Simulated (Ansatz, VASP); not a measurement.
One calculation of TaN, two programs

Contents of INCAR:

```
PREC = Accurate
ENCUT = 520
EDIFF = 1E-6
ISMEAR = -1
SIGMA = 0.02
LREAL = False
LASPH = True
NELM = 80
ALGO = Normal
ISIF = 2
LWAVE = False
LCHARG = False
GGA = PS
NBANDS = 15
```

The input KPOINTS:

```
Automatic mesh
0
Gamma
  12 12 10
```

The input POSCAR:

```
TaN
1.0
    2.9477597236      0.0000000000      0.0000000000
   -1.4738798618      2.5528348050      0.0000000000
    0.0000000000      0.0000000000      2.8925781435
Ta N
1 1
Direct
    0.3333333333      0.6666666667      0.5000000000
    0.0000000000      0.0000000000      0.0000000000
```

Input for Ansatz:

```yaml
crystal:
  lattice:
    - [2.9477597236, 0.0, 0.0]
    - [-1.4738798618, 2.552834805, 0.0]
    - [0.0, 0.0, 2.8925781435]
  atoms:
    - { symbol: Ta, position: [0.3333333333, 0.6666666667, 0.5] }
    - { symbol: "N", position: [0.0, 0.0, 0.0] }
kpoints:
  mp_grid: { grid: [12, 12, 10] }
  band_path:
    path:
      - [0.0, 0.0, 0.0]
      - [0.5, 0.0, 0.0]
      - [0.3333333333, 0.3333333333, 0.0]
      - [0.0, 0.0, 0.0]
      - [0.0, 0.0, 0.5]
      - [0.5, 0.0, 0.5]
      - [0.3333333333, 0.3333333333, 0.5]
      - [0.0, 0.0, 0.5]
      - [0.5, 0.0, 0.5]
    npoints: 5
scf:
  occupations: { method: fermi_dirac, width: 0.02 }
hamiltonian:
  xc: pbesol
  pseudopotentials: { kind: all_electron, lapw: { basis_error: 0.0005 } }
output:
  forces: true
  stress: true
  eigenvalues: true
```

Change from the starting cell: volume scaled by 1.01.

Alike in both runs: task single point; functional PBEsol; k mesh 12 × 12 × 10; occupations fermi-dirac, width 0.02 eV; no spin polarisation.

```csv
,VASP,Ansatz
version,VASP 6.6.1,Ansatz 0.2.0
potentials or method,"VASP PAW PBE potentials, release 64 (Ta_pv, N)","all-electron LAPW, scalar-relativistic"
plane-wave cutoff (eV),520,see its input
```

|  | VASP | Ansatz | Ansatz less VASP |
| --- | --- | --- | --- |
| pressure (GPa) | -7.5 | -8.1 | -0.62 |
| largest component of the traceless stress (GPa) | 0.33 | 0.46 | +0.124 |

Ansatz ran all-electron here, so the differences hold the error of VASP's frozen core and of both bases.

Caveats: the PAW data sets were made with another functional, which shifts forces and pressure a little (VASP). The runs have no spin-orbit coupling, so splittings on Ta are missing.
